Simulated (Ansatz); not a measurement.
**Energy ranking of Li3Se2 structures**

Theory: DFT PBE, scalar-relativistic, plane waves, PAW in Ansatz 0.2.0. All cells share a 420 eV cutoff and Γ-centred k meshes spaced at most 0.3 Å⁻¹ (0.19 for metals, 2π included).

Temperature and zero-point effects are left out. Larger cells and other orderings weren't all tried, so the list isn't exhaustive. The k mesh leaves about 4 meV/atom of noise in metals. No run is spin-polarised.

```csv
#,started from,space group,atoms,V (Å³/atom),ΔE (meV/atom),gap on mesh (eV)
1,anti-A-type sesquioxide type,P-3m1 (No. 164),5,18.5,0,0.00
2,"anti-tetradymite type, changed",R-3m (No. 166),5,18.9,7,0.00
```

The lowest structure: Space group P-3m1 (No. 164), trigonal, a = 4.311 Å, c = 5.753 Å. Li on Wyckoff site a (1 atom of the primitive cell) has 6 Se at 2.83 Å and 6 Li at 3.06 Å; Li on Wyckoff site d (2 atoms of the primitive cell) is coordinated by 4 Se at 2.53–2.64 Å, 3 Li at 3.06 Å, 1 Se at 3.11 Å and 3 Li at 3.33 Å; Se is coordinated by 4 Li at 2.53–2.64 Å, 3 Li at 2.83 Å and 1 Li at 3.11 Å. Its energy against the elements is -0.96 eV/atom. The zero of energy is the lowest elemental structures computed at the same level; no fitted shifts are applied.

```
Li Se
1.0
     4.31147    0.00000    0.00000
    -2.15574    3.73384    0.00000
     0.00000    0.00000    5.75255
Li Se
3 2
Direct
  0.00000 0.00000 0.00000
  0.33333 0.66667 0.69212
  0.66667 0.33333 0.30788
  0.33333 0.66667 0.23278
  0.66667 0.33333 0.76722
```

The second: Space group R-3m (No. 166), trigonal, a = 4.290 Å, c = 17.762 Å. Around Li on Wyckoff site a (1 atom of the primitive cell) lie 6 Se at 2.86 Å and 6 Li at 2.97 Å; Li on Wyckoff site c (2 atoms of the primitive cell) has 3 Se at 2.49 Å; around Se lie 3 Li at 2.49 Å, 3 Li at 2.86 Å, 1 Se at 3.05 Å and 1 Li at 3.07 Å.